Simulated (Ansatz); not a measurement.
**LiF (Griceite) under changes of volume**

One of the cells (8.169 Å³/atom); the others are scaled copies at fixed shape and fractional positions:

```xyz
2
Lattice="0.0000 2.0140 2.0140 2.0140 0.0000 2.0140 2.0140 2.0140 0.0000" Properties=species:S:1:pos:R:3 pbc="T T T"
F     2.0140    2.0140    2.0140
Li    0.0000    0.0000    0.0000
```

* Program: Ansatz 0.2.0
* Functional: LDA
* Potentials or basis: all-electron LAPW, scalar-relativistic
* Cutoff: 286 eV (chosen from the basis error)
* Basis error allowed: 0.001 eV/atom
* k mesh: 11 × 11 × 11
* Occupations: fermi-dirac, width 0.05 eV
* Spin: no spin polarisation

```tsv
volume (Å³/atom)	energy over the lowest point (meV/atom)	pressure (GPa)	gap on the mesh (eV)
7.679	0.00	-2.2	9.40
7.842	?	?	?
8.006	7.64	-5.2	9.00
8.169	13.53	-6.4	8.82
8.333	20.61	-7.5	8.65
8.496	28.75	-8.5	8.48
8.659	37.84	-9.3	8.32
```

Problem. What does the run at 7.842 Å³/atom give?

Solution. Energy over the lowest point 3.07 meV/atom; pressure -3.8 GPa; gap on the mesh 9.20 eV.

Worked out: A Birch-Murnaghan fit of order 3 (a polynomial in V^(-2/3)) to the other rows has its minimum at 7.47 Å³/atom, just outside them, with B0 = V·E''(V) = 84 GPa and B' = 3.9. It gives 3.07 meV/atom at 7.842 Å³/atom, against the run's 3.07, and -dE/dV = -3.8 GPa, against -3.8. A straight line through the other rows of the gap, of slope -8.97 eV per unit of ln V (its deformation potential), gives 9.20 eV, against the run's 9.20.

Energies are extrapolated to zero smearing.

Caveats: an odd mesh through Γ misses points on the zone boundary, where band edges often lie.
